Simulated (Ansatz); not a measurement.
# CsCl: levels along high-symmetry lines

```yaml
crystal:
  lattice:
    - [4.12300, 0.00000, 0.00000]
    - [0.00000, 4.12300, 0.00000]
    - [0.00000, 0.00000, 4.12300]
  atoms:
    - { symbol: Cs, position: [0.00000, 0.00000, 0.00000] }
    - { symbol: Cl, position: [0.50000, 0.50000, 0.50000] }
```

Atom numbers follow the list: Cs1, Cl2.

The conventional cell has a = 4.123 Å, b = 4.123 Å, c = 4.123 Å, α = 90.00°, β = 90.00°, γ = 90.00°. Cs (atom 1) is surrounded by 8 Cl at 3.57 Å. Around Cl (atom 2) lie 8 Cs at 3.57 Å.

The cell is COD entry 9008789, as deposited and not checked against the literature; nothing was relaxed.

Spin–orbit coupling is left out, though it moves levels of the heavy atoms by tenths of an eV or more.

Method: Ansatz 0.2.0, DFT, PBE, all-electron LAPW, scalar-relativistic.

Settings: a Γ-centred 6×6×6 k mesh, Fermi–Dirac smearing of 0.03 eV, basis error target 1 meV/atom, no spin polarisation.

Points in fractions of the reciprocal vectors of this cell: Γ (0, 0, 0), X (0, 0.5, 0), M (0.5, 0.5, 0), R (0.5, 0.5, 0.5). The path joins them by straight lines in the order Γ–X–M–Γ–R–X–R–M; legs that retrace an earlier one aren't tabulated. Energies are in eV from the top of the valence band.

Problem. Metal or insulator at this level of theory?

Solution. An insulator or semiconductor: gap 5.27 eV, direct at Γ.

Problem. Tabulate bands 18 to 22, counted from the lowest band of the run, along the path.

Solution. 
```csv
k (1/Å),point,band 18,band 19,band 20,band 21,band 22
0.00,Γ,0.00,0.00,0.00,5.27,5.40
0.19,,-0.21,-0.03,-0.03,5.51,5.63
0.38,,-0.65,-0.11,-0.11,5.80,6.42
0.57,,-1.02,-0.20,-0.20,6.20,7.24
0.76,X,-1.16,-0.23,-0.23,6.43,7.62
0.95,,-1.04,-0.27,-0.21,6.56,7.70
1.14,,-0.77,-0.35,-0.15,6.43,6.94
1.33,,-0.52,-0.41,-0.09,6.11,6.27
1.52,M,-0.42,-0.42,-0.06,5.96,6.03
1.79,,-0.59,-0.38,-0.10,6.17,6.50
2.06,,-0.69,-0.25,-0.13,6.28,6.90
2.33,,-0.33,-0.09,-0.06,5.72,5.96
2.60,Γ,0.00,0.00,0.00,5.27,5.40
2.93,,-0.38,-0.13,-0.13,6.08,6.08
3.26,,-0.47,-0.47,-0.45,7.61,7.72
3.59,,-0.89,-0.89,-0.67,7.54,8.35
3.92,R,-1.09,-1.09,-1.09,8.51,8.51
4.19,,-0.98,-0.92,-0.78,7.76,8.20
4.46,,-0.73,-0.69,-0.27,7.13,7.64
4.73,,-0.94,-0.37,-0.15,6.82,7.60
5.00,X,-1.16,-0.23,-0.23,6.43,7.62
6.08,R,-1.09,-1.09,-1.09,8.51,8.51
6.27,,-0.99,-0.99,-0.96,8.11,8.37
6.46,,-0.76,-0.76,-0.63,7.22,7.62
6.65,,-0.52,-0.52,-0.24,6.38,6.40
6.84,M,-0.42,-0.42,-0.06,5.96,6.03
```
